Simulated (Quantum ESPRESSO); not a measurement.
# blue phosphorene, 1 layer, stepped through biaxial strain, part 4 of 5

Aim: how the results for blue phosphorene, 1 layer change with biaxial strain.

Quantum ESPRESSO 7.5; plane-wave DFT, PBE, GBRV ultrasoft pseudopotentials.

So far. Step 3 (Relaxing the ions, -4 %): The relaxation lowers the energy by 4 meV an atom. Step 6 (Band structure, -4 %): Along this path the valence top lies at Γ and the conduction bottom at K.

**7. Relaxing the ions, -3 %**

Input file m1.relax.in:

```
&control
  prefix = 'm1.relax'
  outdir = './out'
  pseudo_dir = './pseudo'
  nstep = 40
  forc_conv_thr = 0.0003
  calculation = 'relax'
  tstress = .true.
/
&system
  ibrav = 0
  nat = 2
  ntyp = 1
  ecutwfc = 50
  ecutrho = 250
  occupations = 'smearing'
  smearing = 'fd'
  degauss = 0.002
/
&electrons
  conv_thr = 1e-09
  mixing_beta = 0.4
  electron_maxstep = 120
  mixing_mode = 'plain'
/
&ions
/
ATOMIC_SPECIES
  P   30.9738  p_pbe_v1.5.uspp.F.UPF
CELL_PARAMETERS angstrom
  3.18169624534000 0.00000000000000 0.00000000000000
  -1.59084812267000 2.75542977541000 0.00000000000000
  0.00000000000000 0.00000000000000 16.24000000000000
ATOMIC_POSITIONS crystal
  P   0.666666666700 0.333333333300 0.461799576500
  P   0.333333333300 0.666666666700 0.538200423500
K_POINTS automatic
  12 12 1 0 0 0
```

The run is started by

```
$ OMP_NUM_THREADS=1 mpirun -n 4 pw.x -nk 4 -in m1.relax.in > m1.relax.out
```

Log:

```text
[banner, memory and clock lines left out]
Program PWSCF v.7.5 starts
[...]
Message from routine setup:
[...]
number of electrons       =        10.00
     number of Kohn-Sham states=            9
     kinetic-energy cutoff     =      50.0000  Ry
     charge density cutoff     =     250.0000  Ry
[...]
number of k points=    19  Fermi-Dirac smearing, width (Ry)=  0.0020
[...]
Dense  grid:    63947 G-vectors     FFT dimensions: (  32,  32, 160)
[...]
negative rho (up, down):  4.044E-05 0.000E+00
     Starting wfcs are    8 randomized atomic wfcs +    1 random wfcs
[...]
negative rho (up, down):  5.027E-06 0.000E+00
[...]
estimated scf accuracy    <       0.03476171 Ry
[...]
negative rho (up, down):  2.934E-05 0.000E+00
[...]
estimated scf accuracy    <       0.00929257 Ry
[...]
negative rho (up, down):  4.047E-05 0.000E+00
[...]
estimated scf accuracy    <       0.00038561 Ry
[...]
negative rho (up, down):  4.803E-05 0.000E+00
[...]
estimated scf accuracy    <       0.00002894 Ry
[...]
negative rho (up, down):  5.276E-05 0.000E+00
[...]
estimated scf accuracy    <       0.00000407 Ry
[...]
negative rho (up, down):  5.606E-05 0.000E+00
[...]
estimated scf accuracy    <       0.00000012 Ry
[...]
negative rho (up, down):  5.805E-05 0.000E+00
[...]
estimated scf accuracy    <       0.00000006 Ry
[...]
negative rho (up, down):  5.930E-05 0.000E+00
[...]
estimated scf accuracy    <          1.3E-09 Ry
[...]
negative rho (up, down):  6.122E-05 0.000E+00
[...]
the Fermi energy is    -1.5659 ev
!    total energy              =     -31.02850650 Ry
     estimated scf accuracy    <          4.1E-10 Ry
     smearing contrib. (-TS)   =      -0.00000000 Ry
     internal energy E=F+TS    =     -31.02850650 Ry
[...]
one-electron contribution =    -130.73976630 Ry
     hartree contribution      =      66.98079731 Ry
     xc contribution           =     -11.84305195 Ry
     ewald contribution        =      44.57351443 Ry
     convergence has been achieved in   9 iterations
     negative rho (up, down):  6.122E-05 0.000E+00
[...]
Total force =     0.022213     Total SCF correction =     0.000030
[...]
negative rho (up, down):  6.122E-05 0.000E+00
[...]
negative rho (up, down):  6.192E-05 0.000E+00
[...]
negative rho (up, down):  6.070E-05 0.000E+00
[...]
estimated scf accuracy    <       0.00003822 Ry
[...]
negative rho (up, down):  6.043E-05 0.000E+00
[...]
estimated scf accuracy    <       0.00000515 Ry
[...]
negative rho (up, down):  6.047E-05 0.000E+00
[...]
estimated scf accuracy    <       0.00000062 Ry
[...]
negative rho (up, down):  6.056E-05 0.000E+00
[...]
estimated scf accuracy    <       0.00000002 Ry
[...]
negative rho (up, down):  6.063E-05 0.000E+00
[...]
estimated scf accuracy    <          3.5E-09 Ry
[...]
negative rho (up, down):  6.078E-05 0.000E+00
[...]
the Fermi energy is    -1.5103 ev
!    total energy              =     -31.02881724 Ry
     estimated scf accuracy    <          9.1E-11 Ry
     smearing contrib. (-TS)   =      -0.00000000 Ry
     internal energy E=F+TS    =     -31.02881724 Ry
[...]
one-electron contribution =    -130.34950723 Ry
     hartree contribution      =      66.80109476 Ry
     xc contribution           =     -11.83215106 Ry
     ewald contribution        =      44.35174629 Ry
     convergence has been achieved in   6 iterations
     negative rho (up, down):  6.078E-05 0.000E+00
[...]
Total force =     0.005800     Total SCF correction =     0.000007
[...]
negative rho (up, down):  6.078E-05 0.000E+00
[...]
negative rho (up, down):  6.069E-05 0.000E+00
[...]
negative rho (up, down):  6.060E-05 0.000E+00
[...]
estimated scf accuracy    <       0.00000497 Ry
[...]
negative rho (up, down):  6.060E-05 0.000E+00
[...]
estimated scf accuracy    <       0.00000064 Ry
[...]
negative rho (up, down):  6.062E-05 0.000E+00
[...]
estimated scf accuracy    <       0.00000008 Ry
[...]
negative rho (up, down):  6.064E-05 0.000E+00
[...]
estimated scf accuracy    <          4.2E-09 Ry
[...]
negative rho (up, down):  6.066E-05 0.000E+00
[...]
estimated scf accuracy    <          6.7E-10 Ry
[...]
negative rho (up, down):  6.069E-05 0.000E+00
[...]
the Fermi energy is    -1.4916 ev
!    total energy              =     -31.02884026 Ry
     estimated scf accuracy    <          2.2E-11 Ry
     smearing contrib. (-TS)   =      -0.00000000 Ry
     internal energy E=F+TS    =     -31.02884026 Ry
[...]
one-electron contribution =    -130.21102163 Ry
     hartree contribution      =      66.73729941 Ry
     xc contribution           =     -11.82830829 Ry
     ewald contribution        =      44.27319025 Ry
     convergence has been achieved in   6 iterations
     negative rho (up, down):  6.069E-05 0.000E+00
[...]
Total force =     0.000063     Total SCF correction =     0.000006
[...]
negative rho (up, down):  6.069E-05 0.000E+00
[...]
```

Run time: 19 s. Hardware: 4 MPI ranks of Arm Neoverse V1, shared host; peak memory 0.47 GiB; 75 s of CPU time.

The steps of the relaxation:

| step | energy less that of the first step (eV) | largest force (eV/Å) |
| --- | --- | --- |
| 1 | 0.0000 | 0.4038 |
| 2 | -0.0042 | 0.1054 |
| 3 | -0.0045 | 0.0011 |

The atoms that moved most (Å):

| atom | dx | dy | dz | length |
| --- | --- | --- | --- | --- |
| P1 | 0.000 | 0.000 | -0.011 | 0.011 |
| P2 | 0.000 | 0.000 | 0.011 | 0.011 |

The relaxed structure:

```
CELL_PARAMETERS angstrom
3.18170 0.00000 0.00000
-1.59085 2.75543 0.00000
0.00000 0.00000 16.24000
ATOMIC_POSITIONS crystal
P 0.66667 0.33333 0.46111
P 0.33333 0.66667 0.53889
```

The relaxation lowers the energy by 2 meV an atom.

This step gave:

| Property | Result |
| --- | --- |
| free energy | -422.1689 eV |
| Fermi energy | -1.492 eV |

**8. Ground state, -3 %**

Input file m1.scf.in:

```
&control
  prefix = 'm1.scf'
  outdir = './out'
  pseudo_dir = './pseudo'
  calculation = 'scf'
  tprnfor = .true.
/
&system
  ibrav = 0
  nat = 2
  ntyp = 1
  ecutwfc = 40
  ecutrho = 200
  occupations = 'smearing'
  smearing = 'fd'
  degauss = 0.002
  nbnd = 9
/
&electrons
  conv_thr = 1e-09
  mixing_beta = 0.4
  electron_maxstep = 120
  mixing_mode = 'plain'
/
ATOMIC_SPECIES
  P   30.9738  p_pbe_v1.5.uspp.F.UPF
CELL_PARAMETERS angstrom
  3.18169624534000 0.00000000000000 0.00000000000000
  -1.59084812267000 2.75542977541000 0.00000000000000
  0.00000000000000 0.00000000000000 16.24000000000000
ATOMIC_POSITIONS crystal
  P   0.666666666700 0.333333333300 0.461106918200
  P   0.333333333300 0.666666666700 0.538893081800
K_POINTS automatic
  12 12 1 0 0 0
```

The run is started by

```
$ OMP_NUM_THREADS=1 mpirun -n 4 pw.x -nk 4 -in m1.scf.in > m1.scf.out
```

Log:

```text
[banner, memory and clock lines left out]
Program PWSCF v.7.5 starts
[...]
Message from routine setup:
[...]
number of electrons       =        10.00
     number of Kohn-Sham states=            9
     kinetic-energy cutoff     =      40.0000  Ry
     charge density cutoff     =     200.0000  Ry
[...]
number of k points=    19  Fermi-Dirac smearing, width (Ry)=  0.0020
[...]
Dense  grid:    46057 G-vectors     FFT dimensions: (  27,  27, 144)
[...]
negative rho (up, down):  5.709E-05 0.000E+00
     Starting wfcs are    8 randomized atomic wfcs +    1 random wfcs
[...]
negative rho (up, down):  9.149E-05 0.000E+00
[...]
estimated scf accuracy    <       0.03419055 Ry
[...]
negative rho (up, down):  1.198E-04 0.000E+00
[...]
estimated scf accuracy    <       0.00900786 Ry
[...]
negative rho (up, down):  1.296E-04 0.000E+00
[...]
estimated scf accuracy    <       0.00042212 Ry
[...]
negative rho (up, down):  1.354E-04 0.000E+00
[...]
estimated scf accuracy    <       0.00003134 Ry
[...]
negative rho (up, down):  1.382E-04 0.000E+00
[...]
estimated scf accuracy    <       0.00000411 Ry
[...]
negative rho (up, down):  1.408E-04 0.000E+00
[...]
estimated scf accuracy    <       0.00000009 Ry
[...]
negative rho (up, down):  1.422E-04 0.000E+00
[...]
estimated scf accuracy    <       0.00000004 Ry
[...]
negative rho (up, down):  1.432E-04 0.000E+00
[...]
estimated scf accuracy    <          1.2E-09 Ry
[...]
negative rho (up, down):  1.447E-04 0.000E+00
[...]
the Fermi energy is    -1.4917 ev
!    total energy              =     -31.02879224 Ry
     estimated scf accuracy    <          8.7E-10 Ry
     smearing contrib. (-TS)   =      -0.00000000 Ry
     internal energy E=F+TS    =     -31.02879224 Ry
[...]
one-electron contribution =    -130.21088613 Ry
     hartree contribution      =      66.73727063 Ry
     xc contribution           =     -11.82836697 Ry
     ewald contribution        =      44.27319022 Ry
     convergence has been achieved in   9 iterations
     negative rho (up, down):  1.447E-04 0.000E+00
[...]
Total force =     0.000073     Total SCF correction =     0.000049
[...]
```

Wall time 4.7 s (4 MPI ranks); peak memory 0.38 GiB; 18 s of CPU time.

This step gave:

- free energy: -422.1682 eV
- valence top, on the run's zero: -2.561 eV
- conduction bottom, on the run's zero: -0.8909 eV
- gap by band count: 1.670 eV

**9. Relaxation with pw.x, 3 %**

Input file m7.relax.in:

```
&control
  prefix = 'm7.relax'
  outdir = './out'
  pseudo_dir = './pseudo'
  nstep = 40
  forc_conv_thr = 0.0003
  calculation = 'relax'
  tstress = .true.
/
&system
  ibrav = 0
  nat = 2
  ntyp = 1
  ecutwfc = 50
  ecutrho = 250
  occupations = 'smearing'
  smearing = 'fd'
  degauss = 0.002
/
&electrons
  conv_thr = 1e-09
  mixing_beta = 0.4
  electron_maxstep = 120
  mixing_mode = 'plain'
/
&ions
/
ATOMIC_SPECIES
  P   30.9738  p_pbe_v1.5.uspp.F.UPF
CELL_PARAMETERS angstrom
  3.37850219866000 0.00000000000000 0.00000000000000
  -1.68925109933000 2.92586873059000 0.00000000000000
  0.00000000000000 0.00000000000000 16.24000000000000
ATOMIC_POSITIONS crystal
  P   0.666666666700 0.333333333300 0.461799576500
  P   0.333333333300 0.666666666700 0.538200423500
K_POINTS automatic
  12 12 1 0 0 0
```

The run is started by

```
$ OMP_NUM_THREADS=1 mpirun -n 4 pw.x -nk 4 -in m7.relax.in > m7.relax.out
```

Log:

```text
[banner, memory and clock lines left out]
Program PWSCF v.7.5 starts
[...]
Message from routine setup:
[...]
number of electrons       =        10.00
     number of Kohn-Sham states=            9
     kinetic-energy cutoff     =      50.0000  Ry
     charge density cutoff     =     250.0000  Ry
[...]
number of k points=    19  Fermi-Dirac smearing, width (Ry)=  0.0020
[...]
Dense  grid:    72245 G-vectors     FFT dimensions: (  36,  36, 160)
[...]
negative rho (up, down):  4.312E-05 0.000E+00
     Starting wfcs are    8 randomized atomic wfcs +    1 random wfcs
[...]
negative rho (up, down):  4.669E-06 0.000E+00
[...]
estimated scf accuracy    <       0.02838138 Ry
[...]
negative rho (up, down):  3.321E-05 0.000E+00
[...]
estimated scf accuracy    <       0.00853712 Ry
[...]
negative rho (up, down):  4.388E-05 0.000E+00
[...]
estimated scf accuracy    <       0.00014395 Ry
[...]
negative rho (up, down):  5.183E-05 0.000E+00
[...]
estimated scf accuracy    <       0.00000778 Ry
[...]
negative rho (up, down):  5.688E-05 0.000E+00
[...]
estimated scf accuracy    <       0.00000288 Ry
[...]
negative rho (up, down):  6.043E-05 0.000E+00
[...]
estimated scf accuracy    <       0.00000028 Ry
[...]
negative rho (up, down):  6.257E-05 0.000E+00
[...]
estimated scf accuracy    <       0.00000002 Ry
[...]
negative rho (up, down):  6.394E-05 0.000E+00
[...]
estimated scf accuracy    <          1.9E-09 Ry
[...]
negative rho (up, down):  6.606E-05 0.000E+00
[...]
the Fermi energy is    -2.4611 ev
!    total energy              =     -31.02915203 Ry
     estimated scf accuracy    <          1.7E-10 Ry
     smearing contrib. (-TS)   =      -0.00000000 Ry
     internal energy E=F+TS    =     -31.02915203 Ry
[...]
one-electron contribution =    -116.32760707 Ry
     hartree contribution      =      59.65625840 Ry
     xc contribution           =     -11.69437467 Ry
     ewald contribution        =      37.33657130 Ry
     convergence has been achieved in   9 iterations
     negative rho (up, down):  6.606E-05 0.000E+00
[...]
Total force =     0.016147     Total SCF correction =     0.000015
[...]
negative rho (up, down):  6.606E-05 0.000E+00
[...]
negative rho (up, down):  6.747E-05 0.000E+00
[...]
negative rho (up, down):  6.642E-05 0.000E+00
[...]
estimated scf accuracy    <       0.00002579 Ry
[...]
negative rho (up, down):  6.613E-05 0.000E+00
[...]
estimated scf accuracy    <       0.00000272 Ry
[...]
negative rho (up, down):  6.604E-05 0.000E+00
[...]
estimated scf accuracy    <       0.00000041 Ry
[...]
negative rho (up, down):  6.600E-05 0.000E+00
[...]
estimated scf accuracy    <       0.00000002 Ry
[...]
negative rho (up, down):  6.598E-05 0.000E+00
[...]
estimated scf accuracy    <          2.3E-09 Ry
[...]
negative rho (up, down):  6.599E-05 0.000E+00
[...]
the Fermi energy is    -2.5113 ev
!    total energy              =     -31.02933418 Ry
     estimated scf accuracy    <          4.2E-10 Ry
     smearing contrib. (-TS)   =      -0.00000000 Ry
     internal energy E=F+TS    =     -31.02933418 Ry
[...]
one-electron contribution =    -116.57186004 Ry
     hartree contribution      =      59.76917906 Ry
     xc contribution           =     -11.70121111 Ry
     ewald contribution        =      37.47455792 Ry
     convergence has been achieved in   6 iterations
     negative rho (up, down):  6.599E-05 0.000E+00
[...]
Total force =     0.006393     Total SCF correction =     0.000030
[...]
negative rho (up, down):  6.599E-05 0.000E+00
[...]
negative rho (up, down):  6.678E-05 0.000E+00
[...]
negative rho (up, down):  6.623E-05 0.000E+00
[...]
estimated scf accuracy    <       0.00001146 Ry
[...]
negative rho (up, down):  6.605E-05 0.000E+00
[...]
estimated scf accuracy    <       0.00000115 Ry
[...]
negative rho (up, down):  6.597E-05 0.000E+00
[...]
estimated scf accuracy    <       0.00000018 Ry
[...]
negative rho (up, down):  6.592E-05 0.000E+00
[...]
estimated scf accuracy    <          9.3E-09 Ry
[...]
negative rho (up, down):  6.590E-05 0.000E+00
[...]
estimated scf accuracy    <          9.2E-10 Ry
[...]
negative rho (up, down):  6.590E-05 0.000E+00
[...]
estimated scf accuracy    <          1.1E-10 Ry
[...]
negative rho (up, down):  6.589E-05 0.000E+00
[...]
the Fermi energy is    -2.1960 ev
!    total energy              =     -31.02936790 Ry
     estimated scf accuracy    <          1.2E-11 Ry
     smearing contrib. (-TS)   =      -0.00000000 Ry
     internal energy E=F+TS    =     -31.02936790 Ry
[...]
one-electron contribution =    -116.73112642 Ry
     hartree contribution      =      59.84268819 Ry
     xc contribution           =     -11.70567486 Ry
     ewald contribution        =      37.56474519 Ry
     convergence has been achieved in   7 iterations
     negative rho (up, down):  6.589E-05 0.000E+00
[...]
Total force =     0.000031     Total SCF correction =     0.000006
[...]
negative rho (up, down):  6.589E-05 0.000E+00
[...]
```

It took 21 s on 4 MPI ranks; peak memory 0.53 GiB.

Relaxation path:

```csv
step,energy less that of the first step (eV),largest force (eV/Å)
1,0.0000,0.2936
2,-0.0025,0.1162
3,-0.0029,0.0006
```

The atoms that moved most (Å):

```
atom     dx     dy      dz  length
  P1  0.000  0.000   0.010   0.010
  P2  0.000  0.000  -0.010   0.010
```

The relaxed structure:

```cif
data_structure
_symmetry_space_group_name_H-M 'P 1'
_symmetry_Int_Tables_number 1
_cell_length_a 3.3785
_cell_length_b 3.3785
_cell_length_c 16.2400
_cell_angle_alpha 90.000
_cell_angle_beta 90.000
_cell_angle_gamma 120.000
_cell_volume 160.53
loop_
_atom_site_label
_atom_site_type_symbol
_atom_site_fract_x
_atom_site_fract_y
_atom_site_fract_z
_atom_site_occupancy
P1 P 0.66667 0.33333 0.46242 1
P2 P 0.33333 0.66667 0.53758 1
```

The relaxation lowers the energy by 1 meV an atom.

Read from the output:

- free energy: -422.1761 eV
- Fermi energy: -2.196 eV

**10. Ground state, 3 %**

Input file m7.scf.in:

```
&control
  prefix = 'm7.scf'
  outdir = './out'
  pseudo_dir = './pseudo'
  calculation = 'scf'
  tprnfor = .true.
/
&system
  ibrav = 0
  nat = 2
  ntyp = 1
  ecutwfc = 40
  ecutrho = 200
  occupations = 'smearing'
  smearing = 'fd'
  degauss = 0.002
  nbnd = 9
/
&electrons
  conv_thr = 1e-09
  mixing_beta = 0.4
  electron_maxstep = 120
  mixing_mode = 'plain'
/
ATOMIC_SPECIES
  P   30.9738  p_pbe_v1.5.uspp.F.UPF
CELL_PARAMETERS angstrom
  3.37850219866000 0.00000000000000 0.00000000000000
  -1.68925109933000 2.92586873059000 0.00000000000000
  0.00000000000000 0.00000000000000 16.24000000000000
ATOMIC_POSITIONS crystal
  P   0.666666666700 0.333333333300 0.462415467000
  P   0.333333333300 0.666666666700 0.537584533000
K_POINTS automatic
  12 12 1 0 0 0
```

The run is started by

```
$ OMP_NUM_THREADS=1 mpirun -n 4 pw.x -nk 4 -in m7.scf.in > m7.scf.out
```

Log:

```text
[banner, memory and clock lines left out]
Program PWSCF v.7.5 starts
[...]
Message from routine setup:
[...]
number of electrons       =        10.00
     number of Kohn-Sham states=            9
     kinetic-energy cutoff     =      40.0000  Ry
     charge density cutoff     =     200.0000  Ry
[...]
number of k points=    19  Fermi-Dirac smearing, width (Ry)=  0.0020
[...]
Dense  grid:    51781 G-vectors     FFT dimensions: (  30,  30, 144)
[...]
negative rho (up, down):  6.102E-05 0.000E+00
     Starting wfcs are    8 randomized atomic wfcs +    1 random wfcs
[...]
negative rho (up, down):  9.479E-05 0.000E+00
[...]
estimated scf accuracy    <       0.02923466 Ry
[...]
negative rho (up, down):  1.266E-04 0.000E+00
[...]
estimated scf accuracy    <       0.00877241 Ry
[...]
negative rho (up, down):  1.322E-04 0.000E+00
[...]
estimated scf accuracy    <       0.00013849 Ry
[...]
negative rho (up, down):  1.361E-04 0.000E+00
[...]
estimated scf accuracy    <       0.00000769 Ry
[...]
negative rho (up, down):  1.383E-04 0.000E+00
[...]
estimated scf accuracy    <       0.00000220 Ry
[...]
negative rho (up, down):  1.406E-04 0.000E+00
[...]
estimated scf accuracy    <       0.00000025 Ry
[...]
negative rho (up, down):  1.419E-04 0.000E+00
[...]
estimated scf accuracy    <       0.00000003 Ry
[...]
negative rho (up, down):  1.428E-04 0.000E+00
[...]
estimated scf accuracy    <          1.9E-09 Ry
[...]
negative rho (up, down):  1.444E-04 0.000E+00
[...]
the Fermi energy is    -2.1960 ev
!    total energy              =     -31.02932714 Ry
     estimated scf accuracy    <          2.3E-10 Ry
     smearing contrib. (-TS)   =      -0.00000000 Ry
     internal energy E=F+TS    =     -31.02932714 Ry
[...]
one-electron contribution =    -116.73084978 Ry
     hartree contribution      =      59.84248539 Ry
     xc contribution           =     -11.70570793 Ry
     ewald contribution        =      37.56474518 Ry
     convergence has been achieved in   9 iterations
     negative rho (up, down):  1.444E-04 0.000E+00
[...]
Total force =     0.000038     Total SCF correction =     0.000017
[...]
```

It took 5.6 s on 4 MPI ranks; peak memory 0.36 GiB.

Read from the output:

| Property | Result |
| --- | --- |
| free energy | -422.1755 eV |
| valence top, on the run's zero | -3.116 eV |
| conduction bottom, on the run's zero | -1.386 eV |
| gap by band count | 1.730 eV |

(Continued in part 5 of 5.)

[Logs are printed without paths, hosts, clocks, repeated set-up lines and the standing remarks that a program may print on its own settings, such as how far it seeks lower states.]

[Hosts, paths, dates, database ids (printed as entryN), source tags and the programs' standing remarks are cut or masked in the printed files.]

[Maps of the electrostatic potential energy from Ansatz leave out the sawtooth potential of an applied field or a dipole correction, so their vacuum need not be flat; planar profiles and work functions include it.]
